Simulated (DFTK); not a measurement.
# Ga (I4/mmm) in DFTK: reference runs

How does Ga come out in PBE? The cell is run as given.

All numbers are computed with DFTK 0.8.2; they aren't measurements. Logs are shortened: lines on timing, memory, paths and dates and some standing lists are left out, and cuts for length are marked.

## 1. Starting point

Symmetry: I4/mmm, No. 139, tetragonal system. The conventional cell has a = 2.769 Å, b = 2.769 Å, c = 4.622 Å, α = 90.00°, β = 90.00°, γ = 90.00°. Ga (site symmetry 4/mmm) has 12 Ga at 2.77 to 3.03 Å as nearest neighbours.

This isn't the form of Ga at room conditions, which is orthorhombic.

## 2. Single point, PBE

run.jl

```julia
using DFTK
using PseudoPotentialData
using Unitful, UnitfulAtomic
using LinearAlgebra, Printf
include("save.jl")
disable_threading()

# lattice vectors are the columns
lattice = austrip(1u"Å") * [ -1.3843987196   1.3843987196   1.3843987196;
             1.3843987196  -1.3843987196   1.3843987196;
             2.3112238365   2.3112238365  -2.3112238365]
symbols   = [:Ga]
positions = [[0.0, 0.0, 0.0]]
pseudopotentials = PseudoFamily("dojo.nc.sr.pbe.v0_4_1.standard.upf")
elements = Dict(s => ElementPsp(s, pseudopotentials) for s in unique(symbols))
atoms    = [elements[s] for s in symbols]

build_model(lattice, positions; symmetries=true) =
    model_DFT(lattice, atoms, positions;
              functionals=PBE(),
              temperature=austrip(0.05u"eV"),
              smearing=Smearing.FermiDirac(),
              symmetries)
Ecut  = 40.0  # hartree
kgrid = [13, 13, 13]
tol   = 1e-6
to_GPa = ustrip(uconvert(u"GPa", 1u"hartree/bohr^3"))

model = build_model(lattice, positions)
basis = PlaneWaveBasis(model; Ecut, kgrid)
display(basis)
scfres = self_consistent_field(basis;
                               tol,
                               nbandsalg=AdaptiveBands(model; n_bands_converge=11))
display(scfres.energies)
@printf "Fermi level: %.6f eV\n" ustrip(auconvert(u"eV", something(scfres.εF, NaN)))
forces = compute_forces_cart(scfres)
println("Forces (eV/Å)")
for (s, f) in zip(symbols, forces)
    @printf "%-3s %12.6f %12.6f %12.6f\n" s ustrip.(auconvert.(u"eV/Å", f))...
end
stress = compute_stresses_cart(scfres)
println("Stress (GPa)")
display(round.(stress * to_GPa; digits=4))
println("Levels at the first k-point (eV): ", round.(ustrip.(auconvert.(u"eV", scfres.eigenvalues[1][1:scfres.n_bands_converge])); digits=4))
save_scf!(scfres; forces, stress)
```

Potentials or basis: dojo.nc.sr.pbe.v0_4_1.standard.upf (PBE).

Command:

```bash
$ julia --threads=1 run.jl  # save.jl only writes the numbers to a file and isn't shown; printed stress counts tension as positive; times include loading and compiling
```

The program printed:

```text
PlaneWaveBasis discretization:

    Ecut                 : 40.0 Ha
    fft_size             : (36, 36, 36), 46656 total points
    kgrid                : MonkhorstPack([13, 13, 13])
    num.   red. kpoints  : 2197
    num. irred. kpoints  : 196

    Discretized Model(gga_x_pbe+gga_c_pbe, 3D):
        lattice (in Bohr)    : [-2.61613  , 2.61613   , 2.61613   ]
                               [2.61613   , -2.61613  , 2.61613   ]
                               [4.36758   , 4.36758   , -4.36758  ]
        unit cell volume     : 119.57 Bohr³

        atoms                : Ga
        pseudopot. family    : PseudoFamily("dojo.nc.sr.pbe.v0_4_1.standard.upf")

        num. electrons       : 13
        spin polarization    : none
        temperature          : 0.0018375 Ha
        smearing             : DFTK.Smearing.FermiDirac()

        terms                : Kinetic()
                               AtomicLocal()
                               AtomicNonlocal()
                               Ewald(nothing)
                               PspCorrection()
                               Hartree()
                               Xc(gga_x_pbe, gga_c_pbe)
                               Entropy()
n     Energy            log10(ΔE)   log10(Δρ)   Diag   Δtime
---   ---------------   ---------   ---------   ----   ------
  1   -76.46759532998                   -1.15    4.4    33.7s
  2   -76.47149643996       -2.41       -1.63    1.0    15.9s
  3   -76.47165676756       -3.79       -1.92    2.1    18.0s
  4   -76.47166806346       -4.95       -2.58    1.2    16.4s
  5   -76.47167203765       -5.40       -2.91    2.2    21.0s
  6   -76.47167247382       -6.36       -3.32    2.0    14.8s
  7   -76.47167250157       -7.56       -4.47    1.1    11.0s
  8   -76.47167250390       -8.63       -4.77    3.2    19.3s
  9   -76.47167250392      -10.57       -5.40    1.1    11.7s
 10   -76.47167250392   +  -12.70       -5.27    2.0    11.9s
 11   -76.47167250393      -11.30       -6.54    1.1    8.45s
Energy breakdown (in Ha):
    Kinetic             62.6729070
    AtomicLocal         -52.4043402
    AtomicNonlocal      -38.1816525
    Ewald               -49.4934243
    PspCorrection       2.6848207
    Hartree             19.1880649
    Xc                  -20.9379434
    Entropy             -0.0001047

    total               -76.471672503927
Fermi level: 6.138893 eV
Forces (eV/Å)
Ga      0.000000     0.000000     0.000000
Stress (GPa)
3×3 StaticArraysCore.SMatrix{3, 3, Float64, 9} with indices SOneTo(3)×SOneTo(3):
 -3.6532   0.0      0.0
  0.0     -3.6532  -0.0
  0.0      0.0     -3.1773
Levels at the first k-point (eV): [-8.926, -8.7525, -8.7199, -8.7199, -8.5694, -5.3455, 18.8806, 19.1952, 19.1952, 22.332, 22.846]
```

Wall time 5.1 min (1 thread of Intel Xeon Platinum 8375C at 2.90GHz (Ice Lake), shared host); peak memory 2 GiB.

What came out:

```
Free energy            : -2080.9002 eV
Pressure               : 3.5 GPa
Band gap on the k mesh : none (metal or under the smearing width)
```

Levels at points of the mesh, in eV from the Fermi level:
```
           k point  band 3  band 4  band 5  band 6  band 7  band 8  band 9  band 10
(0.00, 0.00, 0.00)  -14.86  -14.86  -14.71  -11.48   12.74   13.06   13.06    16.19
```
